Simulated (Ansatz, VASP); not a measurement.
## Nb3C: VASP beside Ansatz

Contents of INCAR:

```
SYSTEM = Nb3C
ALGO = Normal ; EDIFF = 1E-6
EDIFFG = -0.01 ; ENCUT = 600
GGA = PE ; IBRION = 2
ISIF = 3 ; ISMEAR = 0
LASPH = .True. ; LCHARG = .False.
LREAL = .False. ; LWAVE = .False.
NELM = 60 ; NSW = 100
PREC = Accurate ; SIGMA = 0.1
```

Contents of KPOINTS:

```
k-points
0
Gamma
  12 12 12
  0 0 0
```

The input POSCAR:

```
Nb3C
1.0
    3.8837200958      0.0000000000      0.0000000000
    0.0000000000      3.8837200958      0.0000000000
    0.0000000000      0.0000000000      3.8837200958
Nb C
3 1
Direct
    0.0000000000      0.5000000000      0.5000000000
    0.5000000000      0.0000000000      0.5000000000
    0.5000000000      0.5000000000      0.0000000000
    0.0000000000      0.0000000000      0.0000000000
```

Input for Ansatz:

```yaml
crystal:
  lattice:
    - [3.8837200958, 0.0, 0.0]
    - [0.0, 3.8837200958, 0.0]
    - [0.0, 0.0, 3.8837200958]
  atoms:
    - { symbol: Nb, position: [0.0, 0.5, 0.5] }
    - { symbol: Nb, position: [0.5, 0.0, 0.5] }
    - { symbol: Nb, position: [0.5, 0.5, 0.0] }
    - { symbol: C, position: [0.0, 0.0, 0.0] }
basis:
  ecutwfc: 420
kpoints:
  mp_grid: { grid: [12, 12, 12] }
hamiltonian:
  xc: pbe
scf:
  occupations: { method: gaussian, width: 0.1 }
output:
  forces: true
  stress: true
  eigenvalues: true
relax:
  adjacent_minimum: "off"
  f_tol: 0.01
  max_steps: 80
  cell: { stress_tol: 0.05 }
```

Alike in both runs: task relaxation of cell and atoms; functional PBE; k mesh 12 × 12 × 12; occupations gaussian, width 0.1 eV; no spin polarisation.

```csv
,VASP,Ansatz
version,VASP 6.6.1,Ansatz 0.2.0
potentials or method,"VASP PAW PBE potentials, release 64 (Nb_sv, C)","scalar-relativistic, plane waves, PAW"
plane-wave cutoff (eV),600,420
valence electrons in the cell,43,43
```

Ansatz gave:

| Quantity | Value |
| --- | --- |
| gap on the k mesh at the Fermi level, each at its own relaxed structure (eV) | none |
| relaxed volume (Å³/atom) | 14.57 |
| relaxed cell length with the largest relative difference (Å) | 3.877 |

Question: Estimate VASP's values.

Answer: gap on the k mesh at the Fermi level, each at its own relaxed structure (eV): none; relaxed volume (Å³/atom): 14.55; relaxed cell length with the largest relative difference (Å): 3.875.

A gap of «none» marks a metal or a gap that the smearing closes.
